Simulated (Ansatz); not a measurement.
## I on Nb(100): change of the work function

Wanted: Δφ(θ) for I/Nb(100), starting from the hollow site.

Main program and level: Ansatz 0.2.0; plane-wave DFT, RPBE, Ansatz PAW.

**1. The starting structure**

The cell holds 5 atoms: 5 Nb. Its edges and angles: a = 3.300 Å, b = 3.300 Å, c = 24.600 Å, α = 90.0°, β = 90.0°, γ = 90.0°. Vacuum lies along c.

**2. The clean slab**

The bare slab comes first, as the zero from which every change is counted. The two lowest layers are held at bulk places and the upper ones relax. The dipole correction removes the false field that a one-sided slab makes across the periodic vacuum, so each face gets a flat vacuum level of its own.

Input file input.yaml:

```yaml
crystal:
  lattice:
    - [3.3, 0.0, 0.0]
    - [0.0, 3.3, 0.0]
    - [0.0, 0.0, 24.6]
  atoms:
    - { symbol: Nb, position: [0.0, 0.0, 0.3658536585] }
    - { symbol: Nb, position: [0.5, 0.5, 0.4329268293] }
    - { symbol: Nb, position: [0.0, 0.0, 0.5] }
    - { symbol: Nb, position: [0.5, 0.5, 0.5670731707] }
    - { symbol: Nb, position: [0.0, 0.0, 0.6341463415] }
kpoints:
  mp_grid: { grid: [9, 9, 1] }
hamiltonian:
  xc: rpbe
scf:
  occupations: { method: fermi_dirac, width: 0.1 }
  convergence: { dr2_threshold: 1.0e-08 }
efield:
  axis: 3
  dipole_correction: true
  ramp_position: 0.97
  ramp_width: 0.06
relax:
  f_tol: 0.02
  max_steps: 60
  constraints: [{ sites: [0, 1] }]
output:
  write_potential: true
  write_density: true
  volumetric_format: npy
```

Run with:

```bash
$ ansatz run input.yaml --threads 4 --pin off --max-ram 12288MiB --backend cpu --events-out ev --progress --plain --runs-dir out
```

Numbers of over 12 decimals in the logs are rounded to 6 here.

The program printed:

```text
Engine: ansatz 0.2.0, aarch64-unknown-linux-gnu
Pseudopotentials: kind: paw
Pseudopotential: Nb, paw, valence charge 13, recommended cutoff 420 eV (normal), Nb.paw.azcp
Functional definition: RPBE
  parameter kappa = 0.804
  parameter beta = 0.066725
  exchange = rpbe_x(kappa = kappa, mu = beta*pi^2/3)
  correlation = pbe_c(beta = beta)
Crystal: 5 atoms, lattice volume = 267.894 Å³
Basis set: ecut = 420 eV, 5307 PW (Γ), exchange–correlation on 48×48×360 points (8 copies of the dense FFT grid, shifted against one another)
Bands: 39, of which v1, the nominal top of the filled ones, is band 33 counted from 1 (32 counted from 0)
Symmetry: 8 space group operations
k-points: 15 of 81
Non-local potential: Nb, projectors of the file, l = 0: 3, l = 1: 2, l = 2: 2, l = 3: 1
PAW form: soft (Blöchl's): semilocal exchange-correlation on the pseudo side does not see the compensation charge
PAW frozen core: Nb, regenerated for the run's functional, and the local potential with it (the file was generated under x = pbe(κ = 0.804, μ = 0.219515), c = pbe(β = 0.066725))
PAW one-centre angular grid: Nb, 590 points (default); XC on 64 Gauss nodes
Initial density: superposition of atomic densities (neutral atoms: chi_scale 0, normalization atom), corrected by the library's trained network
Initial wavefunctions: pseudopotential atomic-orbital guess
Functional: x = rpbe, c = pbe(β = 0.066725)
SCF iter   1: F=—  HF=-22792.905925 eV  |F-HF|=—  |Δ(HF+E_count)|=         —  Δρ=8.30e-3  dr2=2.70e0  ethr=1.77e-3  p=0.000 e·Å  D=1.38e-14 V/Å  ΔV_dip=-0.00 eV  dr2_dipole=4.03e-8  V_vac-E_F(+/−)=3.88/3.88 eV  ⟨swp⟩=8.3  Hψ=2755  notcnv=0
efield: sawtooth ramp at fractional position 0.9700 (set: `efield.ramp_position`, or a place that a band, a saddle search or an elastic batch's reference lends), width 0.0600; the density the first Hamiltonian is built on has a dipole p = 0.000 e·Å; the dipole correction subtracts the counter field D = 1.38e-14 V/Å, which shifts the + side's vacuum level by -0.00 eV against the − side's; the planar-averaged density in the ramp window peaks in size at 1.6e-5 e/Å³
preconditioner: auto → LDOS  [metal: Δε(μ)=0.045 eV  Ē_g=2.901 eV  σ=0.100 eV  W_gap=0.11  n_scr=44 (ndim 8)  ℏωp=11.3 eV  f_vac=0.572  D(μ)=6.71/eV (n_scr^D=44)  β→1.0]
SCF iter   2: F=—  HF=-22792.826196 eV  |F-HF|=—  |Δ(HF+E_count)|=   7.97e-2  Δρ=4.72e-3  dr2=6.27e-1  ethr=1.77e-3  p=-0.000 e·Å  D=-1.79e-5 V/Å  ΔV_dip=0.00 eV  dr2_dipole=2.52e-7  V_vac-E_F(+/−)=3.45/3.45 eV  ⟨swp⟩=2.8  Hψ=796  notcnv=0
SCF iter   3: F=—  HF=-22792.808793 eV  |F-HF|=—  |Δ(HF+E_count)|=   1.74e-2  Δρ=7.10e-4  dr2=3.67e-3  ethr=9.65e-4  p=-0.000 e·Å  D=-1.11e-5 V/Å  ΔV_dip=0.00 eV  dr2_dipole=1.73e-8  V_vac-E_F(+/−)=3.57/3.57 eV  ⟨swp⟩=1.9  Hψ=677  notcnv=0
SCF iter   4: F=—  HF=-22792.810170 eV  |F-HF|=—  |Δ(HF+E_count)|=   1.38e-3  Δρ=3.17e-4  dr2=6.55e-4  ethr=5.64e-6  p=-0.000 e·Å  D=-5.64e-6 V/Å  ΔV_dip=0.00 eV  dr2_dipole=3.20e-10  V_vac-E_F(+/−)=3.55/3.55 eV  ⟨swp⟩=2.2  Hψ=797  notcnv=0
SCF iter   5: F=—  HF=-22792.810185 eV  |F-HF|=—  |Δ(HF+E_count)|=   1.48e-5  Δρ=1.20e-4  dr2=9.95e-5  ethr=1.01e-6  p=-0.000 e·Å  D=-2.92e-6 V/Å  ΔV_dip=0.00 eV  dr2_dipole=9.64e-12  V_vac-E_F(+/−)=3.55/3.55 eV  ⟨swp⟩=2.0  Hψ=787  notcnv=0
SCF iter   6: F=—  HF=-22792.810164 eV  |F-HF|=—  |Δ(HF+E_count)|=   2.12e-5  Δρ=3.87e-5  dr2=2.64e-5  ethr=1.53e-7  p=-0.000 e·Å  D=-1.48e-6 V/Å  ΔV_dip=0.00 eV  dr2_dipole=2.50e-11  V_vac-E_F(+/−)=3.56/3.56 eV  ⟨swp⟩=2.1  Hψ=795  notcnv=0
SCF iter   7: F=—  HF=-22792.810166 eV  |F-HF|=—  |Δ(HF+E_count)|=   2.29e-6  Δρ=1.90e-5  dr2=3.12e-6  ethr=4.06e-8  p=-0.000 e·Å  D=-2.86e-7 V/Å  ΔV_dip=0.00 eV  dr2_dipole=7.11e-13  V_vac-E_F(+/−)=3.57/3.57 eV  ⟨swp⟩=2.1  Hψ=759  notcnv=0
SCF iter   8: F=—  HF=-22792.810250 eV  |F-HF|=—  |Δ(HF+E_count)|=   8.40e-5  Δρ=4.99e-6  dr2=1.90e-7  ethr=4.80e-9  p=-0.000 e·Å  D=-2.91e-8 V/Å  ΔV_dip=0.00 eV  dr2_dipole=9.35e-16  V_vac-E_F(+/−)=3.57/3.57 eV  ⟨swp⟩=2.1  Hψ=804  notcnv=0
SCF iter   9: F=—  HF=-22792.810250 eV  |F-HF|=—  |Δ(HF+E_count)|=   1.00e-7  Δρ=2.22e-6  dr2=4.04e-8  ethr=2.92e-10  p=-0.000 e·Å  D=-2.55e-9 V/Å  ΔV_dip=0.00 eV  dr2_dipole=7.70e-14  V_vac-E_F(+/−)=3.57/3.57 eV  ⟨swp⟩=3.0  Hψ=1209  notcnv=0
SCF iter  10: F=-22792.810250 eV  HF=-22792.810250 eV  |F-HF|=1.71e-9  |Δ(HF+E_count)|=   1.35e-8  Δρ=6.09e-7  dr2=1.41e-9  ethr=1.54e-11  p=0.000 e·Å  D=4.11e-9 V/Å  ΔV_dip=-0.00 eV  dr2_dipole=7.63e-16  V_vac-E_F(+/−)=3.57/3.57 eV  ⟨swp⟩=10.0  Hψ=4186  notcnv=0
SCF 1 converged in 10 iterations: F = -22792.810250 eV  dr2 = 1.41e-9
  greatest PAW one-centre occupation: 0.999 electrons in one spin orbital (limit 2), on the Nb atom at site 1 (counted from 0), in its partial waves of l = 0
relax step   1: F+E_penalty+E_count = -22792.81025019 eV  Δ(F+E_penalty+E_count) = +0.000e0 eV  max|allowed force component| = 1.229e0 eV/Å  Δτ_max = 0.0000 Å  (10 SCF iters, accepted)
Initial density: handed on by an earlier stage of this run
Initial wavefunctions: those handed on with the density
SCF iter   1: F=—  HF=-22793.078883 eV  |F-HF|=—  |Δ(HF+E_count)|=         —  Δρ=1.69e-2  dr2=7.81e0  ethr=3.10e-3  p=-0.000 e·Å  D=-3.97e-8 V/Å  ΔV_dip=0.00 eV  dr2_dipole=1.69e0  V_vac-E_F(+/−)=3.65/3.65 eV  ⟨swp⟩=5.6  Hψ=1525  notcnv=0
efield: sawtooth ramp at fractional position 0.9700 (set: `efield.ramp_position`, or a place that a band, a saddle search or an elastic batch's reference lends), width 0.0600; the density the first Hamiltonian is built on has a dipole p = -0.000 e·Å; the dipole correction subtracts the counter field D = -3.97e-8 V/Å, which shifts the + side's vacuum level by +0.00 eV against the − side's; the planar-averaged density in the ramp window peaks in size at 3.0e-7 e/Å³
preconditioner: auto → LDOS  [metal: Δε(μ)=0.052 eV  Ē_g=2.893 eV  σ=0.100 eV  W_gap=0.13  n_scr=44 (ndim 8)  ℏωp=11.3 eV  f_vac=0.570  D(μ)=6.86/eV (n_scr^D=44)  β→1.0]
SCF iter   2: F=—  HF=-22792.871157 eV  |F-HF|=—  |Δ(HF+E_count)|=   2.08e-1  Δρ=6.61e-3  dr2=7.31e-1  ethr=3.10e-3  p=0.003 e·Å  D=2.17e-3 V/Å  ΔV_dip=-0.05 eV  dr2_dipole=9.91e-2  V_vac-E_F(+/−)=3.59/3.64 eV  ⟨swp⟩=2.3  Hψ=846  notcnv=0
SCF iter   3: F=—  HF=-22792.845645 eV  |F-HF|=—  |Δ(HF+E_count)|=   2.55e-2  Δρ=2.95e-3  dr2=1.23e-1  ethr=1.12e-3  p=0.004 e·Å  D=2.85e-3 V/Å  ΔV_dip=-0.07 eV  dr2_dipole=6.28e-3  V_vac-E_F(+/−)=3.53/3.60 eV  ⟨swp⟩=2.2  Hψ=832  notcnv=0
[...]
SCF iter   3: F=—  HF=-22792.918287 eV  |F-HF|=—  |Δ(HF+E_count)|=   1.94e-2  Δρ=1.23e-3  dr2=3.64e-2  ethr=8.07e-4  p=0.011 e·Å  D=7.77e-3 V/Å  ΔV_dip=-0.19 eV  dr2_dipole=4.87e-3  V_vac-E_F(+/−)=3.38/3.57 eV  ⟨swp⟩=2.0  Hψ=722  notcnv=0
SCF iter   4: F=—  HF=-22792.916756 eV  |F-HF|=—  |Δ(HF+E_count)|=   1.53e-3  Δρ=2.11e-4  dr2=3.97e-4  ethr=5.59e-5  p=0.010 e·Å  D=7.02e-3 V/Å  ΔV_dip=-0.17 eV  dr2_dipole=7.02e-6  V_vac-E_F(+/−)=3.40/3.58 eV  ⟨swp⟩=2.0  Hψ=681  notcnv=0
SCF iter   5: F=—  HF=-22792.916615 eV  |F-HF|=—  |Δ(HF+E_count)|=   1.41e-4  Δρ=7.66e-5  dr2=5.22e-5  ethr=6.11e-7  p=0.009 e·Å  D=6.10e-3 V/Å  ΔV_dip=-0.15 eV  dr2_dipole=1.07e-6  V_vac-E_F(+/−)=3.43/3.58 eV  ⟨swp⟩=3.0  Hψ=935  notcnv=0
SCF iter   6: F=—  HF=-22792.916590 eV  |F-HF|=—  |Δ(HF+E_count)|=   2.56e-5  Δρ=2.85e-5  dr2=8.76e-6  ethr=8.03e-8  p=0.008 e·Å  D=5.46e-3 V/Å  ΔV_dip=-0.13 eV  dr2_dipole=1.89e-6  V_vac-E_F(+/−)=3.44/3.58 eV  ⟨swp⟩=2.2  Hψ=841  notcnv=0
SCF iter   7: F=—  HF=-22792.916673 eV  |F-HF|=—  |Δ(HF+E_count)|=   8.30e-5  Δρ=1.36e-5  dr2=2.20e-6  ethr=1.35e-8  p=0.008 e·Å  D=5.12e-3 V/Å  ΔV_dip=-0.13 eV  dr2_dipole=5.38e-7  V_vac-E_F(+/−)=3.45/3.58 eV  ⟨swp⟩=2.7  Hψ=1126  notcnv=0
SCF iter   8: F=—  HF=-22792.916673 eV  |F-HF|=—  |Δ(HF+E_count)|=   4.82e-8  Δρ=3.66e-6  dr2=7.20e-8  ethr=3.38e-9  p=0.008 e·Å  D=5.08e-3 V/Å  ΔV_dip=-0.12 eV  dr2_dipole=5.91e-9  V_vac-E_F(+/−)=3.45/3.58 eV  ⟨swp⟩=2.3  Hψ=874  notcnv=0
SCF iter   9: F=-22792.916673 eV  HF=-22792.916673 eV  |F-HF|=2.33e-9  |Δ(HF+E_count)|=   6.42e-8  Δρ=1.03e-6  dr2=7.98e-9  ethr=1.54e-11  p=0.007 e·Å  D=5.06e-3 V/Å  ΔV_dip=-0.12 eV  dr2_dipole=6.54e-10  V_vac-E_F(+/−)=3.45/3.58 eV  ⟨swp⟩=10.5  Hψ=4392  notcnv=0
SCF 3 converged in 9 iterations: F = -22792.916673 eV  dr2 = 7.98e-9
relax step   3: F+E_penalty+E_count = -22792.91667264 eV  Δ(F+E_penalty+E_count) = -7.949e-2 eV  max|allowed force component| = 4.249e-2 eV/Å  Δτ_max = 0.1192 Å  (9 SCF iters, accepted)
SCF iter   1: F=—  HF=-22792.917157 eV  |F-HF|=—  |Δ(HF+E_count)|=         —  Δρ=6.67e-4  dr2=1.54e-2  ethr=3.00e-4  p=0.007 e·Å  D=5.06e-3 V/Å  ΔV_dip=-0.12 eV  dr2_dipole=3.60e-3  V_vac-E_F(+/−)=3.45/3.58 eV  ⟨swp⟩=1.4  Hψ=831  notcnv=0
efield: sawtooth ramp at fractional position 0.9700 (set: `efield.ramp_position`, or a place that a band, a saddle search or an elastic batch's reference lends), width 0.0600; the density the first Hamiltonian is built on has a dipole p = 0.007 e·Å; the dipole correction subtracts the counter field D = 5.06e-3 V/Å, which shifts the + side's vacuum level by -0.12 eV against the − side's; the planar-averaged density in the ramp window peaks in size at 7.5e-7 e/Å³
preconditioner: auto → LDOS  [metal: Δε(μ)=0.038 eV  Ē_g=2.865 eV  σ=0.100 eV  W_gap=0.10  n_scr=44 (ndim 8)  ℏωp=11.3 eV  f_vac=0.573  D(μ)=6.67/eV (n_scr^D=44)  β→1.0]
SCF iter   2: F=—  HF=-22792.916873 eV  |F-HF|=—  |Δ(HF+E_count)|=   2.85e-4  Δρ=2.31e-4  dr2=1.11e-3  ethr=2.37e-5  p=0.007 e·Å  D=4.95e-3 V/Å  ΔV_dip=-0.12 eV  dr2_dipole=6.23e-5  V_vac-E_F(+/−)=3.46/3.58 eV  ⟨swp⟩=1.0  Hψ=705  notcnv=0
SCF iter   3: F=—  HF=-22792.916845 eV  |F-HF|=—  |Δ(HF+E_count)|=   2.81e-5  Δρ=9.70e-5  dr2=1.69e-4  ethr=1.70e-6  p=0.007 e·Å  D=5.04e-3 V/Å  ΔV_dip=-0.12 eV  dr2_dipole=5.15e-6  V_vac-E_F(+/−)=3.45/3.58 eV  ⟨swp⟩=2.0  Hψ=692  notcnv=0
SCF iter   4: F=—  HF=-22792.916839 eV  |F-HF|=—  |Δ(HF+E_count)|=   5.66e-6  Δρ=1.95e-5  dr2=6.21e-6  ethr=2.59e-7  p=0.008 e·Å  D=5.09e-3 V/Å  ΔV_dip=-0.13 eV  dr2_dipole=1.85e-7  V_vac-E_F(+/−)=3.45/3.58 eV  ⟨swp⟩=2.1  Hψ=712  notcnv=0
SCF iter   5: F=—  HF=-22792.916889 eV  |F-HF|=—  |Δ(HF+E_count)|=   4.96e-5  Δρ=7.71e-6  dr2=1.00e-6  ethr=9.55e-9  p=0.008 e·Å  D=5.14e-3 V/Å  ΔV_dip=-0.13 eV  dr2_dipole=2.01e-8  V_vac-E_F(+/−)=3.45/3.58 eV  ⟨swp⟩=2.0  Hψ=791  notcnv=0
SCF iter   6: F=—  HF=-22792.916889 eV  |F-HF|=—  |Δ(HF+E_count)|=   1.19e-8  Δρ=2.64e-6  dr2=5.98e-8  ethr=1.54e-9  p=0.008 e·Å  D=5.18e-3 V/Å  ΔV_dip=-0.13 eV  dr2_dipole=1.70e-8  V_vac-E_F(+/−)=3.45/3.58 eV  ⟨swp⟩=2.0  Hψ=679  notcnv=0
SCF iter   7: F=-22792.916889 eV  HF=-22792.916889 eV  |F-HF|=4.22e-10  |Δ(HF+E_count)|=   1.26e-9  Δρ=6.28e-7  dr2=3.15e-9  ethr=1.54e-11  p=0.008 e·Å  D=5.20e-3 V/Å  ΔV_dip=-0.13 eV  dr2_dipole=3.49e-11  V_vac-E_F(+/−)=3.45/3.58 eV  ⟨swp⟩=10.5  Hψ=4371  notcnv=0
SCF 4 converged in 7 iterations: F = -22792.916889 eV  dr2 = 3.15e-9
relax step   4: F+E_penalty+E_count = -22792.91688873 eV  Δ(F+E_penalty+E_count) = -2.161e-4 eV  max|allowed force component| = 1.310e-3 eV/Å  Δτ_max = 0.0070 Å  (7 SCF iters, accepted)
NSCF: frozen V_eff on 15 k-points
the band table was solved once a step of the walk had ended and its energy, with any forces and stress, was formed, with the checks that follow a solve (2551 applications of the Hamiltonian). They found nothing against the state; the energy, forces and stress were not computed again (output.eigenvalues in the input reference)
WARN: The output density's exchange-correlation potential varies sharply where the density is thin. Do not read a vacuum level from v_tot or v_xc, or from such a field of the output density. On a cell that repeats whose density bears no net charge and no dipole along the vacuum's axis use v_es (v_loc + v_h of the components); under efield.dipole_correction with no amplitude use v_es + v_field, which holds any externa [...]
SCF converged after 7 iterations
Free energy (F): -22792.916889 eV
Harris-Foulkes:  -22792.916889 eV  (|F-HF|=4.22e-10)
Internal energy: -22792.697916 eV  (E = F + TS)
E sigma→0 (E₀):  -22792.807402 eV
Entropy (-TS):   -0.218973 eV (-43.795 meV/atom)
Fermi energy:    3.877539 eV
Dipole field:    D = 0.005196 V/Å  (p = 0.007692 e·Å, saw-weighted, corrected)
Work function:   Φ+ = 3.4493 eV   Φ− = 3.5772 eV
Levels:          The Fermi level and band energies are counted from a zero that moves with the ramp; work functions are not
--- Per-component energies (eV) ---
  E_band       = -1258.318615
  E_kinetic    = 1965.764785
  E_local      = -67974.173645  (includes V_loc(G=0)·N_el)
  E_nonlocal   = 597.457340
  E_hartree    = 32872.746495
  E_xc         = -874.288557
  E_vxc        = -1058.179509  (∫ρ·V_xc dr)
  E_paw        = -15400.479733  (= ΣΔE_a)
  E_vpaw       = -534.670429  (= ΣTr[D̂ρ^β])
  E_aug_tail   = 0.000035  (compensation charges beyond the density's cutoff)
  E_efield     = 0.000020  (sawtooth field / dipole correction)
  E_vefield    = -0.000240  (∫n·V_field dr)
  E_ewald      = 26020.704986
  E_core_change = -0.429641  (= ΣΔE_core)
  E_smearing   = -0.218973  (= −TS)
  E_closure    = -0.000000  (closes the sum)
  Σ components = -22792.916889   (vs F -22792.916889, Δ=0.00e0)
--- Forces (eV/Å), atoms counted from 1 ---
  atom   1  Nb    -0.00000000     0.00000000     1.09679198
  atom   2  Nb    -0.00000000     0.00000000    -1.09412872
  atom   3  Nb     0.00000000     0.00000000    -0.00052110
  atom   4  Nb     0.00000000     0.00000000    -0.00080978
  atom   5  Nb    -0.00000000     0.00000000    -0.00131046
  max |Σ_I F_I| component: 2.19e-5 eV/Å
--- Band table (eV; the first three rows and the last of 15) ---
  k-point 0: bands = [... 29 lower, 4.0386, 4.0386, 4.0525, 4.1855, 4.2412, 4.2412, 4.6528, 4.7644, ... 2 higher]
  k-point 1: bands = [... 29 lower, 3.6524, 3.8144, 3.9095, 4.0300, 4.2529, 4.3984, 4.4516, 4.7037, ... 2 higher]
  k-point 2: bands = [... 29 lower, 3.2476, 3.2836, 3.6924, 3.8633, 4.0985, 4.1010, 4.9557, 5.2373, ... 2 higher]
  k-point 14: bands = [... 29 lower, 2.8269, 2.8355, 3.8445, 3.9542, 5.7261, 5.7348, 5.9974, 6.0351, ... 2 higher]
--- Relaxed structure (4 steps of the walk, 4 accepted, 0 SCFs on fresh bases) ---
  F+E_penalty+E_count = -22792.91688873 eV   max|allowed force component| = 1.310e-3 eV/Å
  atoms:
    - { symbol: Nb, position: [0.0, 0.0, 0.365854] }
    - { symbol: Nb, position: [0.5, 0.5, 0.432927] }
    - { symbol: Nb, position: [0, 0.0, 0.500977] }
    - { symbol: Nb, position: [0.5, 0.5, 0.570425] }
    - { symbol: Nb, position: [0, 0.0, 0.629986] }
```

Wall time 16 s (4 threads of Arm Neoverse V1, shared host); peak memory 0.59 GiB.

Relaxation path:

```tsv
step	energy less that of the first step (eV)	largest force component (eV/Å)
1	0.0000	1.2287
2	-0.0269	1.2733
3	-0.1064	0.0425
4	-0.1066	0.0013
```

The run keeps the 8 symmetry operations that it works with, so distortions that break them were not tested.

The atoms that moved most (Å):

```tsv
atom	dx	dy	dz	length
Nb5	0.000	0.000	-0.102	0.102
Nb4	0.000	0.000	0.082	0.082
Nb3	0.000	0.000	0.024	0.024
```

This step gave:

| Quantity | Value |
| --- | --- |
| energy at zero smearing | -22792.8074 eV |
| work function, upper face | 3.449 eV |
| work function, lower face | 3.577 eV |
| dipole along the normal | 0.007692 e·Å |
| step between the vacuum levels | -0.1278 eV |

Running mean over 1.65 Å of the planar mean; the ramp of the sawtooth is left out. Electron's electrostatic potential energy less the Fermi level against z:

```tsv
z (Å)	electron's electrostatic potential energy less the Fermi level (eV)
3.5	3.58
4.0	3.58
4.5	3.57
5.0	3.56
5.5	3.53
6.0	3.46
6.5	3.26
7.0	2.71
7.5	1.10
8.0	-2.93
8.5	-7.94
9.0	-10.7
9.5	-11.1
10.0	-11.1
10.5	-10.9
11.0	-10.9
11.5	-10.9
12.0	-11.0
12.5	-10.9
13.0	-10.6
13.5	-10.6
14.0	-11.4
14.5	-12.7
15.0	-12.8
15.5	-11.3
16.0	-8.00
16.5	-2.88
17.0	1.08
17.5	2.64
18.0	3.16
18.5	3.34
19.0	3.41
19.5	3.44
20.0	3.44
20.5	3.45
21.0	3.45
21.5	3.45
```

The relaxation took 4 steps and lowered the energy by 0.11 eV; the largest force on the free atoms ends at 0.0013 eV/Å.

The work function of the upper face is 3.45 eV.

(Continued in part 2 of 5.)

[Logs are printed without paths, hosts, clocks, repeated set-up lines and the standing remarks that a program may print on its own settings, such as how far it seeks lower states.]

[Hosts, paths, dates, database ids (printed as entryN), source tags and the programs' standing remarks are cut or masked in the printed files.]

[Maps of the electrostatic potential energy from Ansatz leave out the sawtooth potential of an applied field or a dipole correction, so their vacuum need not be flat; planar profiles and work functions include it.]
